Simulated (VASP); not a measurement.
Crystal: Hg.

```
CELL_PARAMETERS angstrom
4.54000 0.00000 0.00000
-2.27000 3.93176 0.00000
0.00000 0.00000 3.87000
ATOMIC_POSITIONS crystal
Hg 0.33333 0.66667 0.50000
Hg 0.00000 0.00000 0.00000
Hg 0.66667 0.33333 0.50000
```

- Program: VASP 6.6.1
- Task: relaxation of cell and atoms
- Functional: PBE
- Dispersion: D3(BJ)
- Potentials or basis: VASP PAW PBE potentials, release 64 (Hg)
- Cutoff: 600 eV
- k mesh: 6 × 6 × 6
- Occupations: gaussian, width 0.1 eV
- Spin: no spin polarisation

At the start: pressure 10.6 GPa; volume 23.03 Å³/atom.

Problem. Where does the relaxation end?

Solution. Over 14 steps the energy falls by 285.1 meV/atom and the volume is 25.79 Å³/atom (+12.0 %); space group P6/mmm (No. 191, to 0.05 Å).

Step by step:
```csv
step,energy change (eV),largest force (eV/Å),pressure (GPa),volume (Å³)
1,0.0000,0.0000,10.65,69.08
2,-0.5833,0.0000,0.12,85.31
3,-0.5941,0.0000,-0.26,87.26
4,-0.6002,0.0000,-0.85,91.22
5,-0.6006,0.0000,-0.73,90.50
6,-0.6353,0.0000,-0.74,89.04
7,-0.7366,0.0000,-0.71,84.45
8,-0.8398,0.0000,1.23,74.39
9,-0.8371,0.0000,-0.26,78.79
10,-0.8514,0.0000,0.29,76.81
11,-0.8521,0.0000,0.44,76.36
12,-0.8521,0.0000,0.55,76.05
13,-0.8541,0.0000,-0.22,78.16
14,-0.8553,0.0000,0.05,77.37
```

Final structure:
```
Hg
1.0
     5.40059    0.00000    0.00000
    -2.70030    4.67705    0.00000
     0.00000    0.00000    3.06315
Hg
3
Direct
  0.33333 0.66667 0.50000
  0.00000 0.00000 0.00000
  0.66667 0.33333 0.50000
```

Caveat: the volume moved by +12 % from the deposited cell, more than functionals usually miss; pairwise dispersion overbinds metals, which lowers pressure and volume; the relaxation stopped at a loose force limit of 0.05 eV/Å, so its end isn't a converged minimum.
